The table lists Kohn–Sham levels of a single WS₂ layer, computed with a semilocal functional and without spin-orbit coupling. Points a and b are fractions of the two in-plane reciprocal vectors. "Level under 1" is the highest occupied level at a point and "level over 1" the lowest empty one; energies count from the valence top. Point 1 is the zone centre Γ, point 3 is the edge midpoint M, and the zone corner K lies at (1/3, 1/3), just beyond point 7.

Kohn–Sham levels of a WS₂ monolayer (a = 3.184 Å) from JDFTx 1.7.0 (patched build), with PBEsol, no spin-orbit coupling, PseudoDojo-SR-PBEsol-0.4.1-standard pseudopotentials, a 1006.82 eV wavefunction cutoff, a 10×10×2 k mesh and Fermi–Dirac smearing of 0.05 eV. All listed points have c = 0, and energies are relative to the valence top on the mesh.

```csv
point a (reciprocal cell vector),point b (reciprocal cell vector),level point (row),level under 3 (eV),level under 2 (eV),level under 1 (eV),level over 1 (eV),level over 2 (eV)
0.0000,0.0000,1,-1.646,-1.646,0.000,2.888,2.888
0.0000,0.3000,2,-1.785,-1.769,-1.112,2.488,2.544
0.0000,0.5000,3,-2.075,-1.274,-0.921,2.836,3.300
0.1000,0.1000,4,-2.470,-1.214,-0.360,2.363,2.690
0.2000,0.2000,5,-2.620,-1.494,-0.858,2.166,2.996
0.2000,0.4000,6,-3.180,-2.131,-0.352,2.339,3.666
0.3000,0.3000,7,-3.310,-2.225,-0.164,1.983,3.402
```

### 1. Between which points is the gap smallest?

The highest occupied level is at Γ and the lowest empty one at point 7, 1.983 eV above it. An electron crossing this gap must change its crystal momentum, so among these points the gap is indirect. The smallest direct gap, with both levels at the same point, is 2.147 eV at point 7. The two differ by only 0.164 eV, because the occupied level at point 7 lies almost as high as the one at Γ.

### 2. Would the simplest band picture put the valence top near K?

It would do the opposite. Take one orbital on each W atom and let it interact with its six nearest W neighbours. At Γ the orbitals on all atoms are in phase. At K the phase turns by 120° from one atom to the next, so the shift that the neighbours give to the level has the opposite sign there and half the size. If that shift makes the band highest at Γ, as in the table, it makes the band lowest at K.

The table contradicts this. From Γ towards K, through points 4 and 5, the highest occupied level first sinks to −0.858 eV and then climbs back to −0.164 eV at point 7. A nearest-neighbour band fitted to all seven points makes point 7 the lowest of them, whereas it is in fact the second highest.

### 3. Why does the valence band rise again towards K?

The shape resembles that of a band in which second neighbours interact. At K the W atoms fall into three groups, each with its own phase, and second neighbours always belong to the same group. They are therefore in phase at K just as they are at Γ, and the band has equal tops at both:

$$E = E_0 + c\,[\cos 2\pi(a-b)+\cos 2\pi(2a+b)+\cos 2\pi(a+2b)]$$

Here $E$ is the highest occupied level, $a$ and $b$ are the coordinates of the point, and $E_0$ and $c$ are fitted to all seven points. The typical miss is 0.10 eV, against 0.37 eV for the nearest-neighbour band with equally many constants. The worst miss, 0.24 eV, is at point 4. The output after this text gives both fits.

The good fit describes a shape; it does not prove that electrons really hop so far. Standard theory of these layers offers another reading: the orbital itself changes along the band. At Γ the top consists mainly of W $d_{z^2}$, which points out of the layer, mixed with S $p$. Near K it consists mainly of W $d_{xy}$ and $d_{x^2-y^2}$, which lie in the layer. At Γ and at K symmetry keeps these two kinds of $d$ orbital apart. Between the two points they mix, and the mixing pushes the occupied level down, which leaves a top at either end. When only this one band is followed, the effect looks like a longer hop.

### 4. Is the gap direct at K?

The second-neighbour formula cannot decide, since it makes Γ and K equal by construction. A local estimate starts from the fact that a band is rounded at its top. Point 6 lies twice as far from K as point 7, so on a parabola it lies four times as far below the top. If $x$ is the drop from K to point 7, the drop between the two points is $3x$:

$$3x = -0.164-(-0.352) = 0.188\ \text{eV},\qquad x \approx 0.06\ \text{eV}$$

$$E_K \approx -0.164+0.06 \approx -0.10\ \text{eV}$$

On this estimate Γ stays higher and the gap is indirect. The parabola, however, assumes that the band keeps its curvature out to point 6 and falls equally fast in all directions, while point 7 lies on the Γ side of K and point 6 on the M side. A roughly recalled hole mass of 0.35 electron masses gives a steeper rise and puts K about 0.02 eV above Γ, a lead so small that a slightly heavier hole would cancel it. The two estimates disagree on the order, so these levels leave the question open.

### 5. Which digits of the gap can be trusted?

The third decimal of 1.983 eV belongs to the difference between two particular points, not to the gap of the layer. The lowest empty level also continues towards K, where the same two estimates, the second with the same rough mass taken for the electron, place it at about 1.86 and 1.80 eV. The gap of this calculation is therefore probably 0.1 to 0.2 eV smaller than the listed points suggest, and even its first decimal is uncertain. A finer description of K would not cure a separate error: semilocal functionals give gaps well below those for adding and removing an electron.

### 6. What would spin-orbit coupling change, and what would Mo in place of W?

Spin-orbit coupling would favour K. The in-plane $d$ orbitals there combine into states that circulate about the layer normal, and the coupling shifts spin up and spin down in opposite directions. The splitting in WS₂ is roughly 0.4 eV, a recalled figure, so the upper branch rises by about 0.2 eV. The single level at Γ has no such splitting, because time reversal keeps its two spin states together.

Even the lower estimate for K would then end about 0.1 eV above Γ. This argues for a direct gap, provided that the lowest empty level stays at K. The layer is also under in-plane tension at this geometry, which is known to raise Γ relative to K; letting it contract should help K further. With the lighter Mo the coupling is weaker, so K gains less from it.

### 7. What does this order mean for a transistor channel?

Holes in a channel collect in the highest valence states. If Γ and K were nearly level, as one estimate without spin-orbit coupling suggests, both would be filled and holes could scatter between them. If K lies 0.1 eV higher, several times the thermal energy at room temperature, most holes gather at K. They are lighter there than at Γ, which favours their mobility. A calculation meant to describe such a channel should therefore include K itself and spin-orbit coupling.

Numerical output:

```
fit of level_under_1 on 7 rows: constant -0.5541 +/- 0.17, coefficient of s1 0.08087 +/- 0.11; rms 0.37, worst 0.0 0.589, leave-one-out rms 0.536
fit of level_under_1 on 7 rows: constant -0.6878 +/- 0.05, coefficient of s2 0.229 +/- 0.028; rms 0.104, worst 0.1 -0.24, leave-one-out rms 0.131
Levels and two band shapes in eV:
  row  distance to K (1/A)  direct gap  under 2 less under 3  over 2 less over 1  nearest-neighbour fit  second-neighbour fit
  0.0                1.316       2.888                     0                   0                -0.3115            -0.0006938
  0.0               0.8002         3.6                 0.016               0.056                -0.5232                -1.015
  0.0               0.6578       3.757                 0.801               0.464                 -0.635               -0.9168
  0.1               0.9209       2.723                 1.256               0.327                -0.3983               -0.6003
  0.2               0.5262       3.024                 1.126                0.83                -0.5696               -0.8293
  0.2               0.2631       2.691                 1.049               1.327                  -0.66               -0.3172
  0.3               0.1316       2.147                 1.085               1.419                -0.6695              -0.08817
Smallest gap between any two listed points (eV): 1.983
Smallest direct gap (eV): 2.147
Valence top at point 7 below that at Gamma (eV): 0.164
Lowest empty level at point 5 above that at point 7 (eV): 0.183
Valence top at K from parabola, Gamma is zero (eV): -0.1013
Valence top at K from recalled mass, Gamma is zero (eV): 0.0244
Lowest empty level at K from parabola (eV): 1.864
Lowest empty level at K from recalled mass (eV): 1.795
Direct gap at K from parabola (eV): 1.966
Direct gap at K from recalled mass (eV): 1.77
Valence top at K from parabola plus half the recalled splitting (eV): 0.09867
```
